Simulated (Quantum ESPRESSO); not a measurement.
# Ag (Im-3m) in Quantum ESPRESSO: a series of runs

Runs on Ag. Level: LDA. Tasks: single point, equation of state.

Everything below comes from runs of Quantum ESPRESSO 7.5. Logs are shortened: lines on timing, memory, paths and dates and some standing lists are left out, and cuts for length are marked.

### 1 The crystal as given

Symmetry: Im-3m, No. 229, cubic system. Conventional cell: a = 3.311 Å, b = 3.311 Å, c = 3.311 Å, α = 90.00°, β = 90.00°, γ = 90.00°. Ag (site symmetry m-3m) has 8 Ag at 2.87 Å as nearest neighbours.

This isn't the form of Ag at room conditions, which is fcc.

### 2 Single point, LDA, 17.06 Å³/atom

Contents of pw.in:

```
&CONTROL
  calculation = 'scf'
  prefix = 'pwscf'
  outdir = './tmp'
  pseudo_dir = './pseudo'
  tstress = .true.
  disk_io = 'nowf'
/
&SYSTEM
  ibrav = 0
  nat = 1
  ntyp = 1
  ecutwfc = 56
  ecutrho = 448
  nbnd = 16
  occupations = 'smearing'
  smearing = 'fd'
  degauss = 0.00367493
/
&ELECTRONS
  conv_thr = 2d-10
  electron_maxstep = 120
  mixing_beta = 0.5
/
ATOMIC_SPECIES
Ag   107.8682 ag_lda_v1.4.uspp.F.UPF
CELL_PARAMETERS angstrom
  -1.6218556592    1.6218556592    1.6218556592
   1.6218556592   -1.6218556592    1.6218556592
   1.6218556592    1.6218556592   -1.6218556592
ATOMIC_POSITIONS crystal
Ag     0.0000000000    0.0000000000    0.0000000000
K_POINTS automatic
11 11 11 0 0 0
```

Potentials or basis: GBRV 1.5 LDA.

Launch:

```bash
OMP_NUM_THREADS=1 mpirun -n 2 pw.x -nk 2 -in pw.in > pw.out
```

pw.out:

```text
This program is part of the open-source Quantum ESPRESSO suite
     for quantum simulation of materials; please cite
[... 13 lines left out ...]
     --------------------
     sticks:   dense  smooth     PW     G-vecs:    dense   smooth      PW
     Sum         941     471    155                18533     6531    1205

     Using Slab Decomposition

     bravais-lattice index     =            0
     lattice parameter (alat)  =       5.3085  a.u.
     unit-cell volume          =     115.1578 (a.u.)^3
     number of atoms/cell      =            1
     number of atomic types    =            1
     number of electrons       =        19.00
     number of Kohn-Sham states=           16
     kinetic-energy cutoff     =      56.0000  Ry
     charge density cutoff     =     448.0000  Ry
     scf convergence threshold =      2.0E-10
     mixing beta               =       0.5000
     number of iterations used =            8  plain     mixing
     Exchange-correlation=  SLA  PZ   NOGX NOGC
                           (   1   1   0   0   0   0   0)

     celldm(1)=   5.308498  celldm(2)=   0.000000  celldm(3)=   0.000000
     celldm(4)=   0.000000  celldm(5)=   0.000000  celldm(6)=   0.000000

     crystal axes: (cart. coord. in units of alat)
               a(1) = (  -0.577350   0.577350   0.577350 )
               a(2) = (   0.577350  -0.577350   0.577350 )
               a(3) = (   0.577350   0.577350  -0.577350 )

     reciprocal axes: (cart. coord. in units 2 pi/alat)
               b(1) = ( -0.000000  0.866025  0.866025 )
               b(2) = (  0.866025 -0.000000  0.866025 )
               b(3) = (  0.866025  0.866025  0.000000 )

     PseudoPot. # 1 for Ag read from file:
     ag_lda_v1.4.uspp.F.UPF
     Pseudo is Ultrasoft + core correction, Zval = 19.0
     Generated by new atomic code, or converted to UPF format
     Using radial grid of  887 points,  6 beta functions with:
                l(1) =   0
                l(2) =   0
                l(3) =   1
                l(4) =   1
                l(5) =   2
                l(6) =   2
     Q(r) pseudized with  6 coefficients,  rinner =    1.300   1.300   1.300
                                                       1.300   1.300

     atomic species   valence    mass     pseudopotential
     Ag               19.00   107.86820     Ag( 1.00)

     48 Sym. Ops., with inversion, found

   Cartesian axes

     site n.     atom                  positions (alat units)
         1        Ag     tau(   1) = (   0.0000000   0.0000000   0.0000000  )

     number of k points=    56  Fermi-Dirac smearing, width (Ry)=  0.0037
                       cart. coord. in units 2pi/alat
        k(    1) = (   0.0000000   0.0000000   0.0000000), wk =   0.0015026
        k(    2) = (   0.0787296   0.0787296   0.0000000), wk =   0.0180316
        k(    3) = (   0.1574592   0.1574592   0.0000000), wk =   0.0180316
        k(    4) = (   0.2361887   0.2361887   0.0000000), wk =   0.0180316
        k(    5) = (   0.3149183   0.3149183   0.0000000), wk =   0.0180316
        k(    6) = (   0.3936479   0.3936479   0.0000000), wk =   0.0180316
[... 48 lines left out ...]
        k(   55) = (  -0.7872958  -0.0787296  -0.0787296), wk =   0.0120210
        k(   56) = (  -0.0000000  -0.0000000   0.7872958), wk =   0.0090158

     Dense  grid:    18533 G-vectors     FFT dimensions: (  36,  36,  36)

     Smooth grid:     6531 G-vectors     FFT dimensions: (  25,  25,  25)

     Initial potential from superposition of free atoms

     starting charge      18.5000, renormalised to      19.0000
     Starting wfcs are   13 randomized atomic wfcs +    3 random wfcs

     Self-consistent Calculation

     iteration #  1     ecut=    56.00 Ry     beta= 0.50
     Davidson diagonalization with overlap
     ethr =  1.00E-02,  avg # of iterations =  4.7

     total energy              =    -295.25396826 Ry
     estimated scf accuracy    <       1.24155015 Ry

     iteration #  2     ecut=    56.00 Ry     beta= 0.50
     Davidson diagonalization with overlap
     ethr =  6.53E-03,  avg # of iterations =  2.0

     total energy              =    -295.66013300 Ry
     estimated scf accuracy    <       0.27121129 Ry

     iteration #  3     ecut=    56.00 Ry     beta= 0.50
     Davidson diagonalization with overlap
     ethr =  1.43E-03,  avg # of iterations =  2.0

     total energy              =    -295.70663619 Ry
     estimated scf accuracy    <       0.00157113 Ry

     iteration #  4     ecut=    56.00 Ry     beta= 0.50
     Davidson diagonalization with overlap
     ethr =  8.27E-06,  avg # of iterations =  2.8

     total energy              =    -295.70721769 Ry
     estimated scf accuracy    <       0.00025611 Ry

     iteration #  5     ecut=    56.00 Ry     beta= 0.50
     Davidson diagonalization with overlap
     ethr =  1.35E-06,  avg # of iterations =  2.2

     total energy              =    -295.70727073 Ry
     estimated scf accuracy    <       0.00000208 Ry

     iteration #  6     ecut=    56.00 Ry     beta= 0.50
     Davidson diagonalization with overlap
     ethr =  1.09E-08,  avg # of iterations =  2.0

     total energy              =    -295.70727112 Ry
     estimated scf accuracy    <       0.00000005 Ry

     iteration #  7     ecut=    56.00 Ry     beta= 0.50
     Davidson diagonalization with overlap
     ethr =  2.77E-10,  avg # of iterations =  2.0

     total energy              =    -295.70727114 Ry
     estimated scf accuracy    <          6.6E-09 Ry

     iteration #  8     ecut=    56.00 Ry     beta= 0.50
     Davidson diagonalization with overlap
     ethr =  3.46E-11,  avg # of iterations =  1.1

     total energy              =    -295.70727114 Ry
     estimated scf accuracy    <          2.4E-10 Ry

     iteration #  9     ecut=    56.00 Ry     beta= 0.50
     Davidson diagonalization with overlap
     ethr =  1.25E-12,  avg # of iterations =  2.0

     End of self-consistent calculation

          k = 0.0000 0.0000 0.0000 (   791 PWs)   bands (ev):

   -74.7964 -38.2510 -38.2510 -38.2510   9.0818  12.0826  12.0826  12.0826
    13.4493  13.4493  35.2676  35.2676  35.2676  41.0942  41.0943  41.3086

          k = 0.0787 0.0787 0.0000 (   817 PWs)   bands (ev):

   -74.7949 -38.2649 -38.2560 -38.2509   9.3531  12.0149  12.0934  12.2411
    13.3782  13.4542  34.4556  35.1131  35.4328  38.9836  39.0348  39.5202

          k = 0.1575 0.1575 0.0000 (   824 PWs)   bands (ev):

   -74.7908 -38.3015 -38.2694 -38.2506  10.0673  11.8374  12.1675  12.6876
    13.2603  13.4720  31.7018  34.0386  35.8480  36.9681  37.7920  38.8282

          k = 0.2362 0.2362 0.0000 (   814 PWs)   bands (ev):

   -74.7853 -38.3493 -38.2868 -38.2500  10.6777  11.6136  12.7695  13.2450
    13.3270  13.5043  28.0513  32.4556  34.5322  36.3277  37.6453  40.2956

          k = 0.3149 0.3149 0.0000 (   810 PWs)   bands (ev):

   -74.7803 -38.3929 -38.3027 -38.2495  10.6892  11.4159  13.3099  13.5430
    13.9851  14.4150  24.4756  31.1913  32.6026  36.7053  37.8551  42.6377

          k = 0.3936 0.3936 0.0000 (   814 PWs)   bands (ev):

   -74.7774 -38.4188 -38.3121 -38.2492  10.5728  11.3017  13.3768  13.5705
    14.4179  16.3697  21.6037  30.5143  31.5149  36.9025  38.0969  42.0518

          k = 0.1575 0.0787 0.0787 (   821 PWs)   bands (ev):

   -74.7921 -38.2904 -38.2612 -38.2543   9.8575  11.9488  12.0185  12.5935
    13.2656  13.4844  33.1518  33.7429  35.8063  36.5313  38.5191  39.7387

          k = 0.2362 0.1575 0.0787 (   820 PWs)   bands (ev):

   -74.7873 -38.3308 -38.2769 -38.2553  10.6145  11.7623  12.1032  13.1796
    13.2553  13.5637  30.0309  32.0464  34.3922  36.3185  39.2087  39.6839

          k = 0.3149 0.2362 0.0787 (   810 PWs)   bands (ev):

   -74.7821 -38.3736 -38.2961 -38.2551  10.8762  11.5447  12.8068  13.2379
    13.5880  14.3909  26.3430  30.7189  32.6274  36.7862  39.4558  40.5748

          k = 0.3936 0.3149 0.0787 (   816 PWs)   bands (ev):

   -74.7781 -38.4058 -38.3112 -38.2549  10.7508  11.3888  13.2663  13.4124
    13.9258  16.0768  22.9902  29.7685  31.4003  37.1188  39.4597  41.4509

          k = 0.4724 0.3936 0.0787 (   820 PWs)   bands (ev):

   -74.7766 -38.4178 -38.3168 -38.2548  10.6770  11.3330  13.3714  13.4098
    14.1840  17.4585  21.0791  29.4125  30.9633  37.2406  39.5223  41.4893

          k = 0.3149 0.1575 0.1575 (   821 PWs)   bands (ev):

   -74.7827 -38.3638 -38.2913 -38.2623  11.0921  11.7723  12.0484  13.1542
    13.5841  14.4811  28.3188  28.7690  32.8787  36.6798  39.7477  41.8475

          k = 0.3936 0.2362 0.1575 (   813 PWs)   bands (ev):

   -74.7785 -38.3898 -38.3124 -38.2649  11.0880  11.5901  12.5672  13.2536
    13.6932  16.1614  24.9472  27.4454  31.7887  37.1212  40.2467  42.6178

          k = 0.4724 0.3149 0.1575 (   814 PWs)   bands (ev):

   -74.7760 -38.4035 -38.3275 -38.2656  10.9820  11.4895  12.8674  13.3609
    13.8501  18.2181  21.9425  26.7606  31.1877  37.4780  40.4445  42.6349
[... 163 lines left out ...]
   -74.7696 -38.3900 -38.3682 -38.3029  11.4262  11.5492  12.1151  13.5755
    13.9962  20.4764  23.2812  23.4772  33.8598  34.0005  36.6856  40.7196

          k =-0.0000-0.0000 0.4724 (   819 PWs)   bands (ev):

   -74.7755 -38.3466 -38.3245 -38.3245  11.6127  11.7839  12.7217  12.7217
    13.2608  15.6725  29.1425  29.1425  30.5304  31.2679  42.8561  43.2685

          k =-0.0000-0.0787 0.5511 (   811 PWs)   bands (ev):

   -74.7710 -38.3752 -38.3413 -38.3278  11.3812  11.5417  12.7847  13.0367
    13.8004  17.3908  26.0690  27.6005  30.4766  32.0453  39.6659  42.9676

          k =-0.0000-0.1575 0.6298 (   812 PWs)   bands (ev):

   -74.7684 -38.3964 -38.3513 -38.3256  11.1402  11.4796  12.7384  13.1921
    14.2665  19.7371  22.8483  26.6910  30.3382  33.8551  36.9634  42.5384

          k = 0.0787-0.0787 0.6298 (   821 PWs)   bands (ev):

   -74.7676 -38.3861 -38.3612 -38.3339  11.1693  11.2903  12.8772  13.4814
    14.0628  19.4408  24.8477  25.1300  31.4846  31.7640  36.6310  42.8151

          k =-0.7873-0.1575-0.1575 (   813 PWs)   bands (ev):

   -74.7663 -38.3907 -38.3704 -38.3336  11.0791  11.2046  12.8583  13.6934
    14.1893  21.8188  22.2579  24.5692  31.5188  33.3108  34.4470  42.6416

          k =-0.0000-0.0000 0.6298 (   816 PWs)   bands (ev):

   -74.7669 -38.3714 -38.3585 -38.3585  11.0829  11.1867  13.4434  13.4434
    13.8293  19.0487  26.0010  26.0010  29.9224  30.7659  36.4458  44.2589

          k =-0.0000-0.0787 0.7086 (   814 PWs)   bands (ev):

   -74.7644 -38.3863 -38.3688 -38.3596  10.8868  10.9668  13.5574  13.7219
    14.2003  21.2298  23.8010  25.0470  30.2576  31.4501  33.6887  44.1266

          k =-0.7873-0.0787-0.0787 (   826 PWs)   bands (ev):

   -74.7632 -38.3823 -38.3823 -38.3626  10.8128  10.8128  13.6444  14.1365
    14.1365  23.3161  23.3490  23.3490  31.3120  31.3952  31.3952  44.2304

          k =-0.0000-0.0000 0.7873 (   832 PWs)   bands (ev):

   -74.7620 -38.3809 -38.3792 -38.3792  10.6804  10.7007  14.1162  14.1162
    14.1803  22.8523  24.0510  24.0510  29.8768  30.5810  31.3344  44.5603

     the Fermi energy is    16.9091 ev

!    total energy              =    -295.70727114 Ry
     estimated scf accuracy    <          3.5E-14 Ry
     smearing contrib. (-TS)   =      -0.00029424 Ry
     internal energy E=F+TS    =    -295.70697690 Ry

     The total energy is F=E-TS. E is the sum of the following terms:
     one-electron contribution =    -124.36347409 Ry
     hartree contribution      =      71.59133299 Ry
     xc contribution           =     -28.60824580 Ry
     ewald contribution        =    -214.32658999 Ry

     convergence has been achieved in   9 iterations

     Computing stress (Cartesian axis) and pressure

          total   stress  (Ry/bohr**3)                   (kbar)     P=      -67.71
  -0.00046029  -0.00000000  -0.00000000          -67.71       -0.00       -0.00
  -0.00000000  -0.00046029  -0.00000000           -0.00      -67.71       -0.00
  -0.00000000  -0.00000000  -0.00046029           -0.00       -0.00      -67.71

=------------------------------------------------------------------------------=
   JOB DONE.
=------------------------------------------------------------------------------=
```

Run time: 5.1 s. Hardware: 2 MPI ranks of AMD EPYC 7R43 (Zen 3), shared host; peak memory 0.16 GiB.

What came out:

```yaml
Free_energy: -4023.3024 eV
Pressure: -6.8 GPa
Band_gap_on_the_k_mesh: none (metal or under the smearing width)
```

### 3 Single point, LDA, 17.43 Å³/atom

pw.in, as its differences from that of step 2:

```diff
@@ -27,5 +27,5 @@
 CELL_PARAMETERS angstrom
-  -1.6218556592    1.6218556592    1.6218556592
-   1.6218556592   -1.6218556592    1.6218556592
-   1.6218556592    1.6218556592   -1.6218556592
+  -1.6332775543    1.6332775543    1.6332775543
+   1.6332775543   -1.6332775543    1.6332775543
+   1.6332775543    1.6332775543   -1.6332775543
 ATOMIC_POSITIONS crystal
```

Potentials or basis: GBRV 1.5 LDA.

Launch:

```bash
OMP_NUM_THREADS=1 mpirun -n 2 pw.x -nk 2 -in pw.in > pw.out
```

Run time: 5 s. Hardware: 2 MPI ranks of AMD EPYC 7R43 (Zen 3), shared host; peak memory 0.16 GiB.

It converged, with:

| Property | Result |
| --- | --- |
| Free energy | -4023.2860 eV |
| Pressure | -8.7 GPa |
| Band gap on the k mesh | none (metal or under the smearing width) |

### 4 Single point, LDA, 17.79 Å³/atom

pw.in, as its differences from that of step 3:

```diff
@@ -27,5 +27,5 @@
 CELL_PARAMETERS angstrom
-  -1.6332775543    1.6332775543    1.6332775543
-   1.6332775543   -1.6332775543    1.6332775543
-   1.6332775543    1.6332775543   -1.6332775543
+  -1.6445418934    1.6445418934    1.6445418934
+   1.6445418934   -1.6445418934    1.6445418934
+   1.6445418934    1.6445418934   -1.6445418934
 ATOMIC_POSITIONS crystal
```

Launch:

```bash
OMP_NUM_THREADS=1 mpirun -n 2 pw.x -nk 2 -in pw.in > pw.out
```

It took 5.6 s on 2 MPI ranks of AMD EPYC 7R43 (Zen 3), shared host; peak memory 0.16 GiB.

Results (log left out):

```
Free energy            : -4023.2655 eV
Pressure               : -10.4 GPa
Band gap on the k mesh : none (metal or under the smearing width)
```

### 5 Single point, LDA, 18.15 Å³/atom

pw.in, as its differences from that of step 4:

```diff
@@ -27,5 +27,5 @@
 CELL_PARAMETERS angstrom
-  -1.6445418934    1.6445418934    1.6445418934
-   1.6445418934   -1.6445418934    1.6445418934
-   1.6445418934    1.6445418934   -1.6445418934
+  -1.6556540000    1.6556540000    1.6556540000
+   1.6556540000   -1.6556540000    1.6556540000
+   1.6556540000    1.6556540000   -1.6556540000
 ATOMIC_POSITIONS crystal
```

Launch:

```bash
OMP_NUM_THREADS=1 mpirun -n 2 pw.x -nk 2 -in pw.in > pw.out
```

Run time: 5.3 s. Hardware: 2 MPI ranks of AMD EPYC 7R43 (Zen 3), shared host; peak memory 0.18 GiB.

It converged, with:

```
Free energy            : -4023.2415 eV
Pressure               : -11.8 GPa
Band gap on the k mesh : none (metal or under the smearing width)
```

### 6 Single point, LDA, 18.52 Å³/atom

pw.in, as its differences from that of step 5:

```diff
@@ -27,5 +27,5 @@
 CELL_PARAMETERS angstrom
-  -1.6556540000    1.6556540000    1.6556540000
-   1.6556540000   -1.6556540000    1.6556540000
-   1.6556540000    1.6556540000   -1.6556540000
+  -1.6666189156    1.6666189156    1.6666189156
+   1.6666189156   -1.6666189156    1.6666189156
+   1.6666189156    1.6666189156   -1.6666189156
 ATOMIC_POSITIONS crystal
```

Potentials or basis: GBRV 1.5 LDA.

Launch:

```bash
OMP_NUM_THREADS=1 mpirun -n 2 pw.x -nk 2 -in pw.in > pw.out
```

Wall time 5.6 s (2 MPI ranks of AMD EPYC 7R43 (Zen 3), shared host); peak memory 0.16 GiB.

It converged, with:

| Property | Result |
| --- | --- |
| Free energy | -4023.2145 eV |
| Pressure | -13.1 GPa |
| Band gap on the k mesh | none (metal or under the smearing width) |

### 7 Single point, LDA, 18.88 Å³/atom

pw.in, as its differences from that of step 6:

```diff
@@ -27,5 +27,5 @@
 CELL_PARAMETERS angstrom
-  -1.6666189156    1.6666189156    1.6666189156
-   1.6666189156   -1.6666189156    1.6666189156
-   1.6666189156    1.6666189156   -1.6666189156
+  -1.6774414196    1.6774414196    1.6774414196
+   1.6774414196   -1.6774414196    1.6774414196
+   1.6774414196    1.6774414196   -1.6774414196
 ATOMIC_POSITIONS crystal
```

Launch:

```bash
OMP_NUM_THREADS=1 mpirun -n 2 pw.x -nk 2 -in pw.in > pw.out
```

It took 7.4 s on 2 MPI ranks of AMD EPYC 7R43 (Zen 3), shared host; peak memory 0.16 GiB.

Results (log left out):

| Item | Value |
| --- | --- |
| Free energy | -4023.1848 eV |
| Pressure | -14.1 GPa |
| Band gap on the k mesh | none (metal or under the smearing width) |

### 8 Single point, LDA, 19.24 Å³/atom

pw.in, as its differences from that of step 7:

```diff
@@ -27,5 +27,5 @@
 CELL_PARAMETERS angstrom
-  -1.6774414196    1.6774414196    1.6774414196
-   1.6774414196   -1.6774414196    1.6774414196
-   1.6774414196    1.6774414196   -1.6774414196
+  -1.6881260479    1.6881260479    1.6881260479
+   1.6881260479   -1.6881260479    1.6881260479
+   1.6881260479    1.6881260479   -1.6881260479
 ATOMIC_POSITIONS crystal
```

Launch:

```bash
OMP_NUM_THREADS=1 mpirun -n 2 pw.x -nk 2 -in pw.in > pw.out
```

Wall time 7.6 s (2 MPI ranks of AMD EPYC 7R43 (Zen 3), shared host); peak memory 0.18 GiB.

Results (log left out):

| Item | Value |
| --- | --- |
| Free energy | -4023.1530 eV |
| Pressure | -15.0 GPa |
| Band gap on the k mesh | none (metal or under the smearing width) |

### 9 Equation of state, LDA

Potentials or basis: GBRV 1.5 LDA.

No new run: the results of the series are fitted here.

Results:

* Equilibrium volume: 16.18 Å³/atom (rough: see the caveat)
* Bulk modulus: 135 GPa (rough)

Energy against volume, from the lowest point:
| volume (Å³/atom) | energy (meV/atom) |
| --- | --- |
| 17.065 | 0.00 |
| 17.428 | 16.35 |
| 17.791 | 36.85 |
| 18.154 | 60.89 |
| 18.517 | 87.92 |
| 18.880 | 117.59 |
| 19.243 | 149.43 |

Caveat: the minimum lies outside the volumes run.
